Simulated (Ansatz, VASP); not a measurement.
GaSb: VASP beside Ansatz

```
Sb Ga
1.0
     0.00000    3.05900    3.05900
     3.05900    0.00000    3.05900
     3.05900    3.05900    0.00000
Sb Ga
1 1
Direct
  0.75000 0.75000 0.75000
  0.00000 0.00000 0.00000
```

Alike in both runs: task relaxation of cell and atoms; functional PBEsol; dispersion D3(BJ); k mesh 8 × 8 × 8; occupations fermi-dirac, width 0.05 eV; no spin polarisation.

|  | VASP | Ansatz |
| --- | --- | --- |
| version | VASP 6.6.1 | Ansatz 0.2.0 |
| potentials or method | VASP PAW PBE potentials, release 64 (Sb, Ga_d), cutoff 600 eV | all-electron LAPW, scalar-relativistic |

Ansatz gave:

```
relaxed volume (Å³/atom)                                     : 27.56
relaxed cell length with the largest relative difference (Å) : 4.272
energy change over the relaxation (meV/atom)                 : -7
```

Problem. What did VASP give for the same quantities?

Solution. Relaxed volume (Å³/atom): 27.60; relaxed cell length with the largest relative difference (Å): 4.274; energy change over the relaxation (meV/atom): -6.

Ansatz ran all-electron here, so the differences hold the error of VASP's frozen core and of both bases.

Caveats: the PAW data sets were made with another functional, which shifts forces and pressure a little (VASP).
